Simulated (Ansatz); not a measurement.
**A Si vacancy next to a Si vacancy in diamond Si, 214 atoms, charge 0**

All numbers come from Ansatz (PAW, plane waves, no spin–orbit coupling) at the single k point (¼, ¼, ¼) without its symmetry partners. The atoms were relaxed with PBEsol in a fixed cell; other functionals are single points on those atoms unless said otherwise. The valence top and gap of the host come from its small cell on a dense mesh, with the band extrema sought between the mesh points, lined up by the mean potential, PBEsol gap 0.46 eV, HSE06 gap 1.13 eV.

Cell: a = 16.298 Å, b = 16.298 Å, c = 16.298 Å, α = 90.00°, β = 90.00°, γ = 90.00°.

Nearest atoms after relaxation, from the placed atom (for vacancies from the middle of the vacant sites): Si at 2.53 Å, Si at 2.53 Å, Si at 2.75 Å, Si at 2.75 Å, Si at 2.75 Å, Si at 2.75 Å.

Chemical potentials μ are those of reference phases of the elements at zero temperature by the same functional (the usual solids, diamond for C, grey Sn, and the molecules H2, N2, O2, F2, Cl2, Br2 and S8).

| functional | E(defect) − E(host) − Σ nμ + q·E_VBM (eV) | monopole (eV) | alignment (eV) | formation energy at E_F = VBM (eV) | moment (μB) | wall time, shared host |
| --- | --- | --- | --- | --- | --- | --- |
| PBEsol | 5.17 | 0.00 | 0.00 | 5.17 | 0 (no spin) | 24 s on NVIDIA H100 (relaxation) |

(1) Estimate the formation energy and moment that HSE06 gives on these atoms.

HSE06 one-electron levels near the gap (the ten most localised at most), from the host's valence top:

```tsv
level (eV)	spin	filling	atoms sharing it	element of the atom with most weight
-0.30	both	2.00	172.2	spread
-0.25	both	2.00	178.3	spread
0.13	both	2.00	31.4	Si
0.59	both	0.00	28.8	Si
0.90	both	0.00	26.7	Si
1.18	both	0.00	38.6	Si
1.32	both	0.00	204.7	spread
1.34	both	0.00	211.6	spread
1.37	both	0.00	201.0	spread
```

The runs had no spin polarisation though PBEsol leaves holes or close levels at the Fermi level; a state of higher spin may be lower.

One k point and a cell of this size can leave errors of several tenths of an eV in such numbers.

Answers

(1) 6.36 eV at E_F = VBM, moment 0 (no spin).
